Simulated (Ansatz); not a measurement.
Structure: diamond Si, at its r2SCAN minimum. Around Si lie 4 Si at 2.36 Å.

Space group Fd-3m:1 (No. 227). a = 5.444 Å, b = 5.444 Å, c = 5.444 Å, α = 90.00°, β = 90.00°, γ = 90.00°
```json
{"atom": "Si", "site": "8b", "symmetry": "-43m", "x": "0.0000", "y": "0.0000", "z": "0.5000"}
```

4 runs of the plane-wave code Ansatz on this cell differ in the functional (and in the settings that go with it). Levels are in eV from each run's valence top; v1 is the last filled band, c1 the first empty one.

Run A, mean stress -0.4 GPa (compression positive):

| point | v4 | v3 | v2 | v1 | c1 | c2 |
| --- | --- | --- | --- | --- | --- | --- |
| Γ | -13.34 | 0.00 | 0.00 | 0.00 | 3.97 | 3.97 |
| X | -8.74 | -8.74 | -3.16 | -3.16 | 1.95 | 1.95 |
| U | -9.21 | -8.08 | -4.75 | -2.69 | 2.48 | 5.63 |

Run B, mean stress +0.8 GPa (compression positive):

| point | v4 | v3 | v2 | v1 | c1 | c2 |
| --- | --- | --- | --- | --- | --- | --- |
| Γ | -12.36 | 0.00 | 0.00 | 0.00 | 2.98 | 2.98 |
| X | -8.10 | -8.10 | -2.94 | -2.94 | 1.09 | 1.09 |
| U | -8.53 | -7.49 | -4.43 | -2.50 | 1.59 | 4.58 |

Run C, mean stress -0.2 GPa (compression positive):

| point | v4 | v3 | v2 | v1 | c1 | c2 |
| --- | --- | --- | --- | --- | --- | --- |
| Γ | -13.23 | 0.00 | 0.00 | 0.00 | 3.31 | 3.31 |
| X | -8.64 | -8.64 | -3.12 | -3.12 | 1.29 | 1.29 |
| U | -9.10 | -7.98 | -4.66 | -2.64 | 1.82 | 4.92 |

Run D, mean stress 0.0 GPa (compression positive):

| point | v4 | v3 | v2 | v1 | c1 | c2 |
| --- | --- | --- | --- | --- | --- | --- |
| Γ | -12.48 | 0.00 | 0.00 | 0.00 | 2.74 | 2.74 |
| X | -8.14 | -8.14 | -3.00 | -3.00 | 0.92 | 0.92 |
| U | -8.58 | -7.52 | -4.46 | -2.55 | 1.43 | 4.45 |

Question: Match the runs to r2SCAN, HSE06, DDH-PBE0, PBE0.

Answer: A is PBE0, B is DDH-PBE0, C is HSE06, D is r2SCAN. In order of the gap: r2SCAN 0.77, DDH-PBE0 0.94, HSE06 1.14, PBE0 1.80 eV.

The values are computed, spin-unpolarised, and not measurements.

The stress of a hybrid is loosely converged in these runs.

The meshes of the hybrids are coarse, so their gaps aren't converged to the digits shown.
